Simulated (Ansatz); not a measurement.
LiCl: relaxation step by step

Recipe of this trial structure of LiCl: 4-connected net, two elements alternating (P4_2/mbc, No. 135). Its size is a rough estimate.

```xyz
16
Lattice="8.2479 0.0000 0.0000 0.0000 8.2479 0.0000 0.0000 0.0000 3.9390" Properties=species:S:1:pos:R:3 pbc="T T T"
Li    5.7019    5.1344    0.0000
Li    7.2375    6.6700    1.9695
Li    2.5461    3.1136    0.0000
Li    1.0104    1.5779    1.9695
Li    5.1344    2.5461    1.9695
Li    6.6700    1.0104    0.0000
Li    3.1136    5.7019    1.9695
Li    1.5779    7.2375    0.0000
Cl    1.0104    6.6700    1.9695
Cl    2.5461    5.1344    0.0000
Cl    7.2375    1.5779    1.9695
Cl    5.7019    3.1136    0.0000
Cl    1.5779    1.0104    0.0000
Cl    3.1136    2.5461    1.9695
Cl    6.6700    7.2375    0.0000
Cl    5.1344    5.7019    1.9695
```

The calculation used Ansatz 0.2.0, DFT PBE, scalar-relativistic, plane waves, PAW. Cutoff 420 eV, Gaussian smearing, Γ-centred meshes. Cell and atoms relax first on a coarse mesh and then on a converged one. In between, the cell is made exact in the group found at 0.06 Å. The steps can't lower the symmetry of their start. No spin polarisation.

Steps on the 2×2×4 mesh (16 atoms, 11 steps). The free energy counts from the last step; some steps are skipped; the plane-wave basis is renewed at times, which shifts energy and pressure.

| step | ΔF (meV/atom) | V (Å³/atom) | P (GPa) | largest force component (eV/Å) |
| --- | --- | --- | --- | --- |
| 1 | 435.3 | 16.75 | 18.87 | 0.790 |
| 2 | 237.1 | 18.75 | 10.51 | 0.649 |
| 3 | 125.3 | 20.69 | 5.26 | 0.362 |
| 4 | 67.9 | 22.40 | 2.10 | 0.208 |
| 5 | 36.5 | 22.25 | 1.35 | 0.144 |
| 7 | 7.4 | 22.27 | 0.08 | 0.114 |
| 8 | 5.3 | 22.22 | 0.06 | 0.010 |
| 9 | 1.0 | 22.22 | 0.30 | 0.010 |
| 10 | 0.0 | 22.48 | 0.02 | 0.009 |
| 11 | 0.0 | 22.48 | 0.02 | 0.009 |

The relaxed structure, after a last relaxation on the converged mesh:

```cif
data_structure
_symmetry_space_group_name_H-M 'I4/mcm'
_symmetry_Int_Tables_number 140
_cell_length_a 8.3395
_cell_length_b 8.3395
_cell_length_c 5.1870
_cell_angle_alpha 90.000
_cell_angle_beta 90.000
_cell_angle_gamma 90.000
_cell_volume 360.74
loop_
_atom_site_label
_atom_site_type_symbol
_atom_site_symmetry_multiplicity
_atom_site_Wyckoff_symbol
_atom_site_fract_x
_atom_site_fract_y
_atom_site_fract_z
_atom_site_occupancy
Li1 Li 8 h 0.14230 0.64230 0.00000 1
Cl1 Cl 8 h 0.15152 0.34848 0.00000 1
```

The symmetry goes from P4_2/mbc (No. 135) to I4/mcm (No. 140), and the primitive cell from 16 to 8 atoms. The volume per atom grows by 34.6 %, from 16.7 to 22.5 Å³. The shortest distance goes from 2.02 Å (Li–Cl) to 2.43 Å (Li–Cl). The energy falls by about 0.44 eV/atom (the start's value is from the coarse mesh). The end is written in a standard setting, so origin, axes and order of atoms can differ from the start's. Li has 5 Cl at 2.43–2.60 Å; around Cl lie 5 Li at 2.43–2.60 Å.

* Volume per atom: 22.55 Å³
* Density: 1.56 g/cm³
* Energy over the elements: −1.836 eV/atom
* Gap on the 4×4×6 mesh of the 16-atom cell: 5.42 eV

The zero of energy is the elements' standard structures at the same level (Cl₂ as a molecule); no fitted shifts are applied.

The last run used Gaussian smearing of 0.02 eV. Kohn–Sham gaps at this level usually fall short of measured ones. Symmetry constrained the relaxation, so the result can be a saddle point. In all, the 3 runs took 8 min on 1 thread of Intel(R) Xeon(R) Processor @ 2.70GHz (shared host).
